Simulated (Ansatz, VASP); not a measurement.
# MgH2 in VASP and in Ansatz

POSCAR

```
MgH2
1.0
    0.0000000000      2.3649613280      2.3649613280
    2.3649613280      0.0000000000      2.3649613280
    2.3649613280      2.3649613280      0.0000000000
Mg H
1 2
Direct
    0.0000000000      0.0000000000      0.0000000000
    0.2500000000      0.2500000000      0.2500000000
    0.7500000000      0.7500000000      0.7500000000
```

INCAR.step1

```
SYSTEM = MgH2
PREC = Accurate
ENCUT = 520
EDIFF = 1E-5
ISMEAR = -1
SIGMA = 0.02
LREAL = .False.
LASPH = .True.
NELM = 60
ALGO = Normal
ISIF = 2
LWAVE = .True.
LCHARG = .False.
NBANDS = 9
GGA = PE
```

Contents of INCAR.step2:

```
SYSTEM = MgH2
PREC = Accurate
ENCUT = 520
EDIFF = 1E-7
ISMEAR = -1
SIGMA = 0.02
LREAL = .False.
LASPH = .True.
NELM = 60
ALGO = Normal
ISIF = 2
LWAVE = .False.
LCHARG = .False.
GGA = PE
LHFCALC = .True.
HFSCREEN = 0.2079
PRECFOCK = Normal
NBANDS = 9
ISTART = 1
```

Contents of KPOINTS:

```
Automatic mesh
0
Gamma
  4 4 4
  0 0 0
```

Input for Ansatz:

```yaml
crystal:
  lattice:
    - [0.0, 2.364961328, 2.364961328]
    - [2.364961328, 0.0, 2.364961328]
    - [2.364961328, 2.364961328, 0.0]
  atoms:
    - { symbol: Mg, position: [0.0, 0.0, 0.0] }
    - { symbol: H, position: [0.25, 0.25, 0.25] }
    - { symbol: H, position: [0.75, 0.75, 0.75] }
kpoints:
  mp_grid: { grid: [4, 4, 4] }
hamiltonian:
  xc: hse06
scf:
  occupations: { method: fermi_dirac, width: 0.02 }
  n_extra_bands: 4
output:
  forces: true
  stress: true
  eigenvalues: true
  write_density: true
  write_potential: true
  elf: true
  volumetric_format: npy
```

The cell was built by a generator and needn't be a form met in nature.

Alike in both runs: task single point; functional HSE06; k mesh 4 × 4 × 4; occupations fermi-dirac, width 0.02 eV; no spin polarisation.

```csv
,VASP,Ansatz
version,VASP 6.6.1,Ansatz 0.2.0
potentials or method,"VASP PAW PBE potentials, release 64 (Mg, H)","plane waves, PAW"
plane-wave cutoff (eV),520,420
valence electrons in the cell,4,12
```

```tsv
	VASP	Ansatz	Ansatz less VASP
pressure (GPa)	-0.4	-0.1	+0.36
```

The two sets of potentials don't hold the same shells in valence. Ansatz warned: «filled_band_counts_differ_across_k_points».

Caveats: the k mesh is coarse (spacing up to 0.58 Å⁻¹), so the values aren't converged, least of all with exact exchange; the PAW data sets were made with another functional, which shifts forces and pressure a little (VASP).
